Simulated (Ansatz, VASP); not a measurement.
**Two plane-wave programs on ZnS**

```xyz
2
Lattice="0.0000 2.6941 2.7827 2.6941 0.0000 2.7827 2.6941 2.6941 0.0000" Properties=species:S:1:pos:R:3 pbc="T T T"
Zn    0.0000    0.0000    0.0000
S     1.3470    1.3470    1.3914
```

Change from the starting cell: uniaxial_z strain +3.3%.

Alike in both runs: task single point; functional r2SCAN; k mesh 8 × 8 × 8; no spin polarisation.

```csv
,VASP,Ansatz
version,VASP 6.6.1,Ansatz 0.2.0
potentials or method,"VASP PAW PBE potentials, release 64 (Zn, S)","plane waves, PAW"
plane-wave cutoff (eV),520,500
occupations,"gaussian, width 0.01 eV",fixed
valence electrons in the cell,18,18
```

```csv
,VASP,Ansatz,Ansatz less VASP
gap on the k mesh at the Fermi level (eV),2.52,2.51,-0.008
pressure (GPa),-2.3,-2.4,-0.04
largest component of the traceless stress (GPa),1.01,1.01,+0.003
```

Caveats: the PAW data sets were made with another functional, which shifts forces and pressure a little (VASP).
